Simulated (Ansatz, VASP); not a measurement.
## AlSi63H (Al-H pair in Si) in two plane-wave programs

Wanted: the spread between two codes on one cell, functional and k mesh. The cell is taken from a series of runs on this material, whose earlier steps may have relaxed, scaled, displaced or heated it; both programs get it as it stands.

Main program and level: Ansatz 0.2.0; plane waves, with VASP 6.6.1 beside it; single point at PBE.

### Step 1. Starting point

The cell holds 65 atoms: 63 Si, 1 Al and 1 H. Its edges and angles: a = 10.940 Å, b = 10.940 Å, c = 10.940 Å, α = 90.0°, β = 90.0°, γ = 90.0°. It derives from Si (Si (Fd-3m)). Nearest the centre at fractional (0.346, 0.346, 0.346): H65 at 0.68 Å, Al64 at 0.91 Å, Si4 at 2.10 Å, Si48 at 2.71 Å, Si41 at 2.73 Å, Si26 at 2.73 Å, Si5 at 3.42 Å, Si6 at 3.52 Å.

### Step 2. Ansatz: single point, PBE

Ansatz runs on its default PAW (the set named soft_2) files.

A single point gives forces, pressure and levels at one fixed geometry, so differences don't come from the geometry; what else differs is listed under the comparison.

input.yaml

```yaml
crystal:
  lattice:
    - [10.93956648, 0.0, 0.0]
    - [0.0, 10.93956648, 0.0]
    - [0.0, 0.0, 10.93956648]
  atoms:
    - { symbol: Si, position: [0.002379177, 0.00241585, 0.251130988] }
    - { symbol: Si, position: [-0.003650124, 0.248704782, -0.002642955] }
    - { symbol: Si, position: [0.248624096, -0.003665367, -0.002715929] }
    - { symbol: Si, position: [0.235194045, 0.235237099, 0.23345943] }
    - { symbol: Si, position: [0.125779654, 0.125810887, 0.381125018] }
    - { symbol: Si, position: [0.118777844, 0.375214987, 0.119917577] }
    - { symbol: Si, position: [0.375066941, 0.118704525, 0.119797786] }
    - { symbol: Al, position: [0.391538261, 0.391641636, 0.397868686] }
    - { symbol: Si, position: [-0.00075314, -0.000702088, 0.749918001] }
    - { symbol: Si, position: [-0.000918718, 0.252028942, 0.50256546] }
    - { symbol: Si, position: [0.252008476, -0.000850348, 0.502577995] }
    - { symbol: Si, position: [0.249757397, 0.249809876, 0.751060893] }
    - { symbol: Si, position: [0.124331809, 0.124393955, 0.874750886] }
    - { symbol: Si, position: [0.122363772, 0.376287239, 0.629879508] }
    - { symbol: Si, position: [0.376255708, 0.122440268, 0.629893629] }
    - { symbol: Si, position: [0.374800238, 0.374839758, 0.875944821] }
    - { symbol: Si, position: [-0.001268666, 0.499801371, 0.250484819] }
    - { symbol: Si, position: [-0.00025629, 0.749989064, 0.000973991] }
    - { symbol: Si, position: [0.250390776, 0.499929023, 0.001102035] }
    - { symbol: Si, position: [0.249915778, 0.749560987, 0.251042506] }
    - { symbol: Si, position: [0.122252818, 0.626872422, 0.375446971] }
    - { symbol: Si, position: [0.125175753, 0.874796513, 0.126262547] }
    - { symbol: Si, position: [0.375927869, 0.625560033, 0.126271563] }
    - { symbol: Si, position: [0.375254398, 0.874301191, 0.376041609] }
    - { symbol: Si, position: [-0.001931105, 0.500607643, 0.753255176] }
    - { symbol: Si, position: [-0.001506792, 0.750763661, 0.500195776] }
    - { symbol: Si, position: [0.240321668, 0.505295936, 0.506365798] }
    - { symbol: Si, position: [0.250234676, 0.750342166, 0.751135903] }
    - { symbol: Si, position: [0.125498653, 0.6255234, 0.876524073] }
    - { symbol: Si, position: [0.124848941, 0.874492154, 0.62561208] }
    - { symbol: Si, position: [0.373387756, 0.625697458, 0.626539723] }
    - { symbol: Si, position: [0.375390104, 0.873153185, 0.875642692] }
    - { symbol: Si, position: [0.499729022, -0.001189178, 0.250485483] }
    - { symbol: Si, position: [0.49986093, 0.250411424, 0.001096811] }
    - { symbol: Si, position: [0.749955186, -0.000196198, 0.000988185] }
    - { symbol: Si, position: [0.749503817, 0.249968277, 0.251032665] }
    - { symbol: Si, position: [0.626760535, 0.122371379, 0.375454137] }
    - { symbol: Si, position: [0.625482909, 0.375962226, 0.126269357] }
    - { symbol: Si, position: [0.874775448, 0.125234343, 0.126276576] }
    - { symbol: Si, position: [0.87424406, 0.375300373, 0.376039647] }
    - { symbol: Si, position: [0.500572536, -0.001887546, 0.753245711] }
    - { symbol: Si, position: [0.505250439, 0.240477522, 0.50642797] }
    - { symbol: Si, position: [0.750652844, -0.001432323, 0.500174007] }
    - { symbol: Si, position: [0.750343997, 0.250269051, 0.751181] }
    - { symbol: Si, position: [0.625480355, 0.125536958, 0.876528217] }
    - { symbol: Si, position: [0.625725055, 0.373437141, 0.626591408] }
    - { symbol: Si, position: [0.874424773, 0.124876845, 0.625601924] }
    - { symbol: Si, position: [0.873141419, 0.37543743, 0.875696729] }
    - { symbol: Si, position: [0.507130568, 0.507187039, 0.248976311] }
    - { symbol: Si, position: [0.499413235, 0.749181847, 0.000338273] }
    - { symbol: Si, position: [0.749098435, 0.499454148, 0.000333421] }
    - { symbol: Si, position: [0.753379528, 0.753429785, 0.250444696] }
    - { symbol: Si, position: [0.629674916, 0.629717531, 0.375472823] }
    - { symbol: Si, position: [0.625005068, 0.874513728, 0.125305623] }
    - { symbol: Si, position: [0.874436126, 0.62504992, 0.12528953] }
    - { symbol: Si, position: [0.877544205, 0.877625451, 0.375532272] }
    - { symbol: Si, position: [0.499019117, 0.499049864, 0.749638432] }
    - { symbol: Si, position: [0.500009766, 0.749374491, 0.50099495] }
    - { symbol: Si, position: [0.749342822, 0.500064261, 0.50101408] }
    - { symbol: Si, position: [0.749356973, 0.749402838, 0.750853086] }
    - { symbol: Si, position: [0.624076222, 0.62414122, 0.875236619] }
    - { symbol: Si, position: [0.624993919, 0.874736647, 0.626049757] }
    - { symbol: Si, position: [0.874706103, 0.62505131, 0.626065037] }
    - { symbol: Si, position: [0.874691384, 0.874742252, 0.875800101] }
    - { symbol: H, position: [0.361163174, 0.36057712, 0.287104464] }
basis:
  ecutwfc: 420
  xc_grid: 2
hamiltonian:
  xc: pbe
kpoints:
  mp_grid: { grid: [1, 1, 1], shift: [0.25, 0.25, 0.25] }
scf:
  occupations: { method: fermi_dirac, width: 0.01 }
  max_iter: 120
output:
  forces: true
checkpoint:
  read: "../relax.run"
```

Command:

```sh
$ ansatz run input.yaml --threads 2 --pin off --max-ram 4710MiB --backend cpu --events-out ev --progress --plain --runs-dir out
```

Numbers of over 12 decimals in the logs are rounded to 6 here.

What it wrote:

```text
Warning: checkpoint.read: the run can stay near the saved state's solution: 5 site(s) moved relative to the saved geometry (max |Δs| = 2.706e-2 fractional); the SCF starts from the saved state under `checkpoint.density_extrapolation: transplant`, in force with no word given; its orbitals are not used off its sites. A run without `checkpoint.read` takes nothing of the state. A lower free energy from it at the same positions (and U, V and field ramp, if any) shows a solution that this start missed, and an equal or higher one rules none out (checkpoint.read, Limitations, in the input reference)
Engine: ansatz 0.2.0, aarch64-unknown-linux-gnu
Pseudopotentials: kind: paw
Pseudopotential: Si, paw, valence charge 4, recommended cutoff 420 eV (normal), Si.paw.azcp
Pseudopotential: Al, paw, valence charge 3, recommended cutoff 420 eV (normal), Al.paw.azcp
Pseudopotential: H, paw, valence charge 1, recommended cutoff 420 eV (normal), H.paw.azcp
Functional definition: PBE
  parameter kappa = 0.804
  parameter beta = 0.066725
  exchange = pbe_x(kappa = kappa, mu = beta*pi^2/3)
  correlation = pbe_c(beta = beta)
Crystal: 65 atoms, lattice volume = 1309.183 Å³
Basis set: ecut = 420 eV, 25677 PW (Γ), exchange–correlation on 150×150×150 points (8 copies of the dense FFT grid, shifted against one another)
Bands: 193, of which v1, the nominal top of the filled ones, is band 128 counted from 1 (127 counted from 0)
Symmetry: 1 space group operations
Space group: P1 (ITA 1), of the structure as read, at distance tolerance 1.1e-4 Å
k-points: 1
Non-local potential: Si, projectors of the file, l = 0: 2, l = 1: 2, l = 2: 2
Non-local potential: Al, projectors of the file, l = 0: 2, l = 1: 2, l = 2: 1
Non-local potential: H, projectors of the file, l = 0: 2, l = 1: 1
PAW form: soft (Blöchl's): semilocal exchange-correlation on the pseudo side does not see the compensation charge
PAW one-centre angular grid: Si, 110 points (default); XC on 64 Gauss nodes
PAW one-centre angular grid: Al, 110 points (default); XC on 64 Gauss nodes
PAW one-centre angular grid: H, 110 points (default); XC on 64 Gauss nodes
Initial density: read from a saved state, or passed on in memory by an earlier SCF of this step, an earlier step, the calling program or the single point that the run made first, carried with its atoms to this geometry
Initial wavefunctions: pseudopotential atomic-orbital guess
Functional: x = pbe(κ = 0.804, μ = 0.219515), c = pbe(β = 0.066725)
iter 1 solved again at ethr=4.15e-4 eV; its pass at ethr=3.10e-3 eV (dr2=1.06e0 eV) is discarded
SCF iter   1: F=—  HF=-40606.744438 eV  |F-HF|=—  |Δ(HF+E_count)|=         —  Δρ=9.68e-3  dr2=1.06e0  ethr=4.15e-4  ⟨swp⟩=5.0  Hψ=1215  notcnv=0
preconditioner: auto → Resta (q_TF=auto, 2.079 Å⁻¹)  ε∞=5.4  [insulator: Δε(μ)=1.081 eV  Ē_g=7.799 eV  σ=0.010 eV  W_gap=1.00  n_scr=202 (ndim 8)  ℏωp=16.4 eV  f_vac=0.000  D(μ)=0.00/eV (n_scr^D=0)  ε∞_Penn≈5.4]
SCF iter   2: F=—  HF=-40606.475222 eV  |F-HF|=—  |Δ(HF+E_count)|=   2.69e-1  Δρ=4.26e-3  dr2=1.91e-1  ethr=4.14e-4  ⟨swp⟩=3.0  Hψ=361  notcnv=0
SCF iter   3: F=—  HF=-40606.425191 eV  |F-HF|=—  |Δ(HF+E_count)|=   5.00e-2  Δρ=5.83e-4  dr2=3.62e-3  ethr=7.45e-5  ⟨swp⟩=3.0  Hψ=344  notcnv=0  defer=22
SCF iter   4: F=—  HF=-40606.425190 eV  |F-HF|=—  |Δ(HF+E_count)|=   1.16e-6  Δρ=1.17e-4  dr2=3.71e-4  ethr=1.42e-6  ⟨swp⟩=2.0  Hψ=269  notcnv=0  defer=12
automatic band count: iteration 4 solves 148 bands in place of 193: the levels show a gap, and the empty bands left out lie too high to hold charge; the band table lists the bands solved (type scf.n_extra_bands for more)
SCF iter   5: F=—  HF=-40606.425186 eV  |F-HF|=—  |Δ(HF+E_count)|=   3.76e-6  Δρ=2.79e-5  dr2=1.79e-5  ethr=1.45e-7  ⟨swp⟩=2.0  Hψ=210  notcnv=0  defer=12
SCF iter   6: F=—  HF=-40606.424501 eV  |F-HF|=—  |Δ(HF+E_count)|=   6.85e-4  Δρ=9.04e-6  dr2=2.13e-6  ethr=7.00e-9  ⟨swp⟩=2.0  Hψ=245  notcnv=0  defer=12
SCF iter   7: F=—  HF=-40606.424502 eV  |F-HF|=—  |Δ(HF+E_count)|=   1.12e-6  Δρ=2.49e-6  dr2=1.98e-7  ethr=8.34e-10  ⟨swp⟩=2.0  Hψ=245  notcnv=0  defer=12
SCF iter   8: F=-40606.424502 eV  HF=-40606.424502 eV  |F-HF|=3.03e-9  |Δ(HF+E_count)|=   7.13e-8  Δρ=6.58e-7  dr2=1.65e-8  ethr=3.91e-11  ⟨swp⟩=4.0  Hψ=505  notcnv=0
SCF 1 converged in 8 iterations: F = -40606.424502 eV  dr2 = 1.65e-8
  greatest PAW one-centre occupation: 0.643 electrons in one spin orbital (limit 2), on the Si atom at site 3 (counted from 0), in its partial waves of l = 0
SCF converged after 8 iterations
Free energy (F): -40606.424502 eV
Harris-Foulkes:  -40606.424502 eV  (|F-HF|=3.03e-9)
Internal energy: -40606.424502 eV  (E = F + TS)
E sigma→0 (E₀):  -40606.424502 eV
Fermi energy:    6.328105 eV
--- Per-component energies (eV) ---
  E_band       = 256.090074
  E_kinetic    = 2569.326478
  E_local      = -1804.433134  (includes V_loc(G=0)·N_el)
  E_nonlocal   = 1646.275780
  E_hartree    = 491.948277
  E_xc         = -3520.260891
  E_vxc        = -2978.273433  (∫ρ·V_xc dr)
  E_paw        = -32773.573925  (= ΣΔE_a)
  E_vpaw       = -160.701409  (= ΣTr[D̂ρ^β])
  E_aug_tail   = -0.000990  (compensation charges beyond the density's cutoff)
  E_ewald      = -7215.706099
  E_smearing   = -0.000000  (= −TS)
  E_closure    = 0.000000  (closes the sum)
  Σ components = -40606.424502   (vs F -40606.424502, Δ=0.00e0)
--- Forces (eV/Å), atoms counted from 1 ---
  atom   1  Si    -0.01453596    -0.01416300    -0.03386556
  atom   2  Si     0.00450170    -0.05125853     0.00873154
  atom   3  Si    -0.05478816     0.00095738     0.00548300
  atom   4  Si     0.87954434     0.87078415     0.62348302
  atom   5  Si    -0.00630599    -0.00492493    -0.04155160
  atom   6  Si     0.13279257     0.08102019     0.12217918
  atom   7  Si     0.08641439     0.14204874     0.13027625
  atom   8  Al     1.34964315     1.38746208     6.61934291
  atom   9  Si    -0.00048909    -0.00029706    -0.00911805
  atom  10  Si    -0.00334740    -0.00433718     0.00385307
  atom  11  Si    -0.00429284    -0.00415309     0.00402286
  atom  12  Si    -0.00508467    -0.00460383    -0.00085396
  atom  13  Si    -0.00047709    -0.00022171    -0.00138547
  atom  14  Si     0.01298235    -0.00170858    -0.01263293
  atom  15  Si    -0.00031181     0.01275777    -0.01299121
  atom  16  Si     0.00257051     0.00317177     0.00204229
  atom  17  Si    -0.00065084     0.00606598    -0.00032016
  atom  18  Si    -0.00060187    -0.00017582     0.00246803
  atom  19  Si     0.00291514    -0.01821766    -0.00576660
  atom  20  Si    -0.00493520     0.00097573     0.00672881
  atom  21  Si     0.00215257    -0.01421733     0.01683887
  atom  22  Si     0.00331338     0.00793764     0.00078078
  atom  23  Si    -0.05785059    -0.01401874     0.01894204
  atom  24  Si     0.00323203     0.00573211    -0.00107228
[...]
atom  58  Si    -0.01822355     0.00448544     0.00853596
  atom  59  Si     0.00497803    -0.01750958     0.00743444
  atom  60  Si    -0.00000054     0.00063093     0.00359307
  atom  61  Si    -0.00630185    -0.00662869    -0.00865822
  atom  62  Si     0.00465635    -0.00170023    -0.00637351
  atom  63  Si    -0.00199195     0.00451704    -0.00674224
  atom  64  Si     0.00265314     0.00281870    -0.00293834
  atom  65  H     -2.63496156    -2.66963249    -7.48547200
  max |Σ_I F_I| component: 1.47e-5 eV/Å
```

(Part 1 of 2 ends here.)

[Lines on the potential files, build, host, timing and source positions are cut from VASP's logs without a mark.]

[Logs are printed without paths, hosts, clocks, repeated set-up lines and the standing remarks that a program may print on its own settings, such as how far it seeks lower states.]

[Hosts, paths, dates, database ids (printed as entryN), source tags and the programs' standing remarks are cut or masked in the printed files.]
